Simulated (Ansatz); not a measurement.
Here is the system:

```
CELL_PARAMETERS angstrom
      0.00000     2.85490     2.85490
      2.85490     0.00000     2.85490
      2.85490     2.85490     0.00000
ATOMIC_POSITIONS crystal
  Zn 0.00000 0.00000 0.00000
  Se 0.25000 0.25000 0.25000
```

Computed with r2SCAN with spin-orbit coupling, rigid bands (plane waves, PAW; Ansatz, an electronic-structure program). Condition of this run: hydrostatic pressure of -2.4 GPa (compression positive) (the target of the relaxation). How the cell was made: cell and atoms relaxed with PBEsol, then loaded as said.

**Question.** What conductivity effective mass do dilute electrons have at 300 K?

**Answer.** 0.129 mₑ.

**Question.** What conductivity effective mass do dilute holes have at 300 K?

**Answer.** 0.70 mₑ.

**Question.** And the band gap?

**Answer.** 1.65 eV at this level; semilocal functionals usually fall short of the measured gap.

Rigid bands, one relaxation time for all states, no polarons. Geometry: cell and atoms relaxed with PBEsol.
